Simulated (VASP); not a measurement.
# TePb (Fm-3m) in VASP: notebook, part 2 of 2

VASP 6.6.1.

## Step 5: Equation of state, PBEsol, 34.40 Å³/atom (volume scaled by 1.02)

The input, INCAR:

```
SYSTEM = TePb
PREC = Accurate
ENCUT = 520
EDIFF = 1E-7
ISMEAR = -1
SIGMA = 0.05
LREAL = .FALSE.
LASPH = .TRUE.
NELM = 100
ALGO = Normal
ISIF = 2
LWAVE = .FALSE.
LCHARG = .FALSE.
GGA = PS
NBANDS = 17
```

The input, KPOINTS:

```
regular mesh
0
G
  7 7 7
  0 0 0
```

The input, POSCAR:

```
TePb
1.0
    0.0000000000      3.2523979746      3.2523979746
    3.2523979746      0.0000000000      3.2523979746
    3.2523979746      3.2523979746      0.0000000000
Pb Te
1 1
Direct
    0.0000000000      0.0000000000      0.0000000000
    0.5000000000      0.5000000000      0.5000000000
```

Run with:

```bash
cat potpaw_PBE.64/Pb_d/POTCAR potpaw_PBE.64/Te/POTCAR > POTCAR
mpirun -np 1 vasp_std > vasp.out
```

Run time: 37 s. Hardware: 1 thread of Intel Xeon Platinum 8375C at 2.90GHz (Ice Lake), shared host; peak memory 0.21 GiB.

The run converged. Its results:

```yaml
Free_energy: -8.2532 eV
Pressure: -1.2 GPa
```

Caveat: this odd mesh misses L, where the gap lies, so gap, dielectric constants and Born charges aren't listed; the PAW data sets were made with another functional, which shifts forces and pressure a little.

## Step 6: Equation of state, PBEsol, 35.08 Å³/atom (volume scaled by 1.04)

INCAR is that of step 5.

KPOINTS is that of step 5.

The input, POSCAR:

```
TePb
1.0
    0.0000000000      3.2735180337      3.2735180337
    3.2735180337      0.0000000000      3.2735180337
    3.2735180337      3.2735180337      0.0000000000
Pb Te
1 1
Direct
    0.0000000000      0.0000000000      0.0000000000
    0.5000000000      0.5000000000      0.5000000000
```

Potentials or basis: VASP PAW PBE potentials, release 64 (Pb_d, Te).

Run with:

```bash
cat potpaw_PBE.64/Pb_d/POTCAR potpaw_PBE.64/Te/POTCAR > POTCAR
mpirun -np 1 vasp_std > vasp.out
```

Wall time 31 s (1 thread of Intel Xeon Platinum 8375C at 2.90GHz (Ice Lake), shared host); peak memory 0.2 GiB.

It converged, with:

| Quantity | Value |
| --- | --- |
| Free energy | -8.2400 eV |
| Pressure | -2.0 GPa |

Caveat: this odd mesh misses L, where the gap lies, so gap, dielectric constants and Born charges aren't listed; the PAW data sets were made with another functional, which shifts forces and pressure a little.

## Step 7: Equation of state, PBEsol, 35.75 Å³/atom (volume scaled by 1.06)

INCAR is that of step 6.

KPOINTS is that of step 6.

The input, POSCAR:

```
TePb
1.0
    0.0000000000      3.2943690292      3.2943690292
    3.2943690292      0.0000000000      3.2943690292
    3.2943690292      3.2943690292      0.0000000000
Pb Te
1 1
Direct
    0.0000000000      0.0000000000      0.0000000000
    0.5000000000      0.5000000000      0.5000000000
```

Run with:

```bash
cat potpaw_PBE.64/Pb_d/POTCAR potpaw_PBE.64/Te/POTCAR > POTCAR
mpirun -np 1 vasp_std > vasp.out
```

It took 38 s on 1 thread of Intel Xeon Platinum 8375C at 2.90GHz (Ice Lake), shared host; peak memory 0.21 GiB.

The run converged. Its results:

```
Free energy : -8.2209 eV
Pressure    : -2.6 GPa
```

Caveat: this odd mesh misses L, where the gap lies, so gap, dielectric constants and Born charges aren't listed; the PAW data sets were made with another functional, which shifts forces and pressure a little.

## Step 8: Equation of state, PBEsol

No new run: the results of the series are fitted here.

What came out:

| Item | Value |
| --- | --- |
| Equilibrium volume | 33.43 Å³/atom |
| Bulk modulus | 45 GPa |
| Pressure derivative of the bulk modulus | 4.5 |

Energy against volume, from the lowest point:
```tsv
volume (Å³/atom)	energy (meV/atom)
31.706	13.34
32.380	4.51
33.055	0.22
33.730	0.00
34.404	3.39
35.079	10.03
35.753	19.58
```

Caveat: this odd mesh misses L, where the gap lies, so gap, dielectric constants and Born charges aren't listed; the PAW data sets were made with another functional, which shifts forces and pressure a little. Spin-orbit coupling is left out, which matters for the levels of Pb, Te.

## Step 9: Equation of state, PBE, 31.71 Å³/atom (volume scaled by 0.94)

The input, INCAR:

```
PREC = Accurate
ENCUT = 520
EDIFF = 1E-7
ISMEAR = -1
SIGMA = 0.05
LREAL = F
LASPH = T
NELM = 80
ALGO = Normal
ISIF = 2
LWAVE = F
LCHARG = F
GGA = PE
NBANDS = 17
```

The input, KPOINTS:

```
Automatic mesh
0
Gamma
  7 7 7
```

The input, POSCAR:

```
TePb
1.0
    0.0000000000      3.1650427173      3.1650427173
    3.1650427173      0.0000000000      3.1650427173
    3.1650427173      3.1650427173      0.0000000000
Pb Te
1 1
Direct
    0.0000000000      0.0000000000      0.0000000000
    0.5000000000      0.5000000000      0.5000000000
```

Potentials or basis: VASP PAW PBE potentials, release 64 (Pb_d, Te).

Run with:

```bash
cat potpaw_PBE.64/Pb_d/POTCAR potpaw_PBE.64/Te/POTCAR > POTCAR
mpirun -np 1 vasp_std > vasp.out
```

Wall time 22 s (1 thread of AMD EPYC 9R45 (Zen 5), shared host); peak memory 0.17 GiB.

It converged, with:

```yaml
Free_energy: -7.4088 eV
Pressure: 5.4 GPa
```

Caveat: this odd mesh misses L, where the gap lies, so gap, dielectric constants and Born charges aren't listed.

## Step 10: Equation of state, PBE, 32.38 Å³/atom (volume scaled by 0.96)

The input, INCAR:

```
SYSTEM = TePb
PREC = Accurate
ENCUT = 520
EDIFF = 1E-7
ISMEAR = -1
SIGMA = 0.05
LREAL = .False.
LASPH = .True.
NELM = 100
ALGO = Normal
ISIF = 2
LWAVE = .False.
LCHARG = .False.
GGA = PE
NBANDS = 17
```

The input, KPOINTS:

```
Automatic mesh
0
Gamma
  7 7 7
  0 0 0
```

The input, POSCAR:

```
TePb
1.0
    0.0000000000      3.1873324849      3.1873324849
    3.1873324849      0.0000000000      3.1873324849
    3.1873324849      3.1873324849      0.0000000000
Pb Te
1 1
Direct
    0.0000000000      0.0000000000      0.0000000000
    0.5000000000      0.5000000000      0.5000000000
```

Run with:

```bash
cat potpaw_PBE.64/Pb_d/POTCAR potpaw_PBE.64/Te/POTCAR > POTCAR
mpirun -np 1 vasp_std > vasp.out
```

Run time: 20 s. Hardware: 1 thread of AMD EPYC 9R45 (Zen 5), shared host; peak memory 0.17 GiB.

The run converged. Its results:

| Quantity | Value |
| --- | --- |
| Free energy | -7.4497 eV |
| Pressure | 4.2 GPa |

Caveat: this odd mesh misses L, where the gap lies, so gap, dielectric constants and Born charges aren't listed.

## Step 11: Equation of state, PBE, 33.05 Å³/atom (volume scaled by 0.98)

The input, INCAR:

```
PREC     = Accurate       # precision mode
ENCUT    = 520            # plane-wave cutoff, eV
EDIFF    = 1E-7           # SCF threshold, eV
ISMEAR   = -1             # smearing method
SIGMA    = 0.05           # smearing width, eV
LREAL    = F              # projectors in reciprocal space
LASPH    = T              # aspherical terms in the spheres
NELM     = 60             # most SCF steps
ALGO     = Normal         # electronic algorithm
ISIF     = 2              # what is computed and relaxed
LWAVE    = F              # write WAVECAR
LCHARG   = F              # write CHGCAR
GGA      = PE             # functional
NBANDS   = 17             # bands
```

The input, KPOINTS:

```
regular mesh
0
Gamma
  7 7 7
```

The input, POSCAR:

```
TePb
1.0
    0.0000000000      3.2093147829      3.2093147829
    3.2093147829      0.0000000000      3.2093147829
    3.2093147829      3.2093147829      0.0000000000
Pb Te
1 1
Direct
    0.0000000000      0.0000000000      0.0000000000
    0.5000000000      0.5000000000      0.5000000000
```

Run with:

```bash
cat potpaw_PBE.64/Pb_d/POTCAR potpaw_PBE.64/Te/POTCAR > POTCAR
mpirun -np 1 vasp_std > vasp.out
```

Run time: 21 s. Hardware: 1 thread of AMD EPYC 9R45 (Zen 5), shared host; peak memory 0.17 GiB.

It converged, with:

```yaml
Free_energy: -7.4806 eV
Pressure: 3.1 GPa
```

Caveat: this odd mesh misses L, where the gap lies, so gap, dielectric constants and Born charges aren't listed.

## Step 12: Equation of state, PBE, 34.40 Å³/atom (volume scaled by 1.02)

The input, INCAR:

```
SYSTEM = TePb
PREC     = Accurate       ! precision mode
ENCUT    = 520            ! plane-wave cutoff, eV
EDIFF    = 1E-7           ! SCF threshold, eV
ISMEAR   = -1             ! smearing method
SIGMA    = 0.05           ! smearing width, eV
LREAL    = .FALSE.        ! projectors in reciprocal space
LASPH    = .TRUE.         ! aspherical terms in the spheres
NELM     = 60             ! most SCF steps
ALGO     = Normal         ! electronic algorithm
ISIF     = 2              ! what is computed and relaxed
LWAVE    = .FALSE.        ! write WAVECAR
LCHARG   = .FALSE.        ! write CHGCAR
GGA      = PE             ! functional
NBANDS   = 17             ! bands
```

The input, KPOINTS:

```
Automatic mesh
0
G
  7 7 7
  0 0 0
```

The input, POSCAR:

```
TePb
1.0
    0.0000000000      3.2523979746      3.2523979746
    3.2523979746      0.0000000000      3.2523979746
    3.2523979746      3.2523979746      0.0000000000
Pb Te
1 1
Direct
    0.0000000000      0.0000000000      0.0000000000
    0.5000000000      0.5000000000      0.5000000000
```

Potentials or basis: VASP PAW PBE potentials, release 64 (Pb_d, Te).

Run with:

```bash
cat potpaw_PBE.64/Pb_d/POTCAR potpaw_PBE.64/Te/POTCAR > POTCAR
mpirun -np 1 vasp_std > vasp.out
```

Wall time 20 s (1 thread of AMD EPYC 9R45 (Zen 5), shared host); peak memory 0.17 GiB.

The run converged. Its results:

```yaml
Free_energy: -7.5165 eV
Pressure: 1.2 GPa
```

Caveat: this odd mesh misses L, where the gap lies, so gap, dielectric constants and Born charges aren't listed.

## Step 13: Equation of state, PBE, 35.08 Å³/atom (volume scaled by 1.04)

The input, INCAR:

```
PREC     = Accurate       # precision mode
ENCUT    = 520            # plane-wave cutoff, eV
EDIFF    = 1E-7           # SCF threshold, eV
ISMEAR   = -1             # smearing method
SIGMA    = 0.05           # smearing width, eV
LREAL    = F              # projectors in reciprocal space
LASPH    = T              # aspherical terms in the spheres
NELM     = 100            # most SCF steps
ALGO     = Normal         # electronic algorithm
ISIF     = 2              # what is computed and relaxed
LWAVE    = F              # write WAVECAR
LCHARG   = F              # write CHGCAR
GGA      = PE             # functional
NBANDS   = 17             # bands
```

The input, KPOINTS:

```
Automatic mesh
0
Gamma
  7 7 7
```

The input, POSCAR:

```
TePb
1.0
    0.0000000000      3.2735180337      3.2735180337
    3.2735180337      0.0000000000      3.2735180337
    3.2735180337      3.2735180337      0.0000000000
Pb Te
1 1
Direct
    0.0000000000      0.0000000000      0.0000000000
    0.5000000000      0.5000000000      0.5000000000
```

Run with:

```bash
cat potpaw_PBE.64/Pb_d/POTCAR potpaw_PBE.64/Te/POTCAR > POTCAR
mpirun -np 1 vasp_std > vasp.out
```

Wall time 16 s (1 thread of AMD EPYC 9R45 (Zen 5), shared host); peak memory 0.17 GiB.

Results (log left out):

```yaml
Free_energy: -7.5232 eV
Pressure: 0.4 GPa
```

Caveat: this odd mesh misses L, where the gap lies, so gap, dielectric constants and Born charges aren't listed.

## Step 14: Equation of state, PBE, 35.75 Å³/atom (volume scaled by 1.06)

The input, INCAR:

```
SYSTEM = TePb
  PREC = Accurate
  ENCUT = 520
  EDIFF = 1E-7
  ISMEAR = -1
  SIGMA = 0.05
  LREAL = .False.
  LASPH = .True.
  NELM = 60
  ALGO = Normal
  ISIF = 2
  LWAVE = .False.
  LCHARG = .False.
  GGA = PE
  NBANDS = 17
```

The input, KPOINTS:

```
Automatic mesh
0
Gamma
  7 7 7
  0 0 0
```

The input, POSCAR:

```
TePb
1.0
    0.0000000000      3.2943690292      3.2943690292
    3.2943690292      0.0000000000      3.2943690292
    3.2943690292      3.2943690292      0.0000000000
Pb Te
1 1
Direct
    0.0000000000      0.0000000000      0.0000000000
    0.5000000000      0.5000000000      0.5000000000
```

Run with:

```bash
cat potpaw_PBE.64/Pb_d/POTCAR potpaw_PBE.64/Te/POTCAR > POTCAR
mpirun -np 1 vasp_std > vasp.out
```

Wall time 17 s (1 thread of AMD EPYC 9R45 (Zen 5), shared host); peak memory 0.17 GiB.

Results (log left out):

```
Free energy : -7.5233 eV
Pressure    : -0.4 GPa
```

Caveat: this odd mesh misses L, where the gap lies, so gap, dielectric constants and Born charges aren't listed.

## Step 15: Equation of state, PBE

Potentials or basis: VASP PAW PBE potentials, release 64 (Pb_d, Te).

This step only gathers the single runs of the series.

What came out:

| Quantity | Value |
| --- | --- |
| Equilibrium volume | 35.43 Å³/atom |
| Bulk modulus | 39 GPa |
| Pressure derivative of the bulk modulus | 4.5 |

Energy against volume, from the lowest point:
```csv
volume (Å³/atom),energy (meV/atom)
31.706,57.21
32.380,36.76
33.055,21.31
33.730,10.33
34.404,3.38
35.079,0.05
35.753,0.00
```

Caveat: this odd mesh misses L, where the gap lies, so gap, dielectric constants and Born charges aren't listed. Spin-orbit coupling is left out, which matters for the levels of Pb, Te.
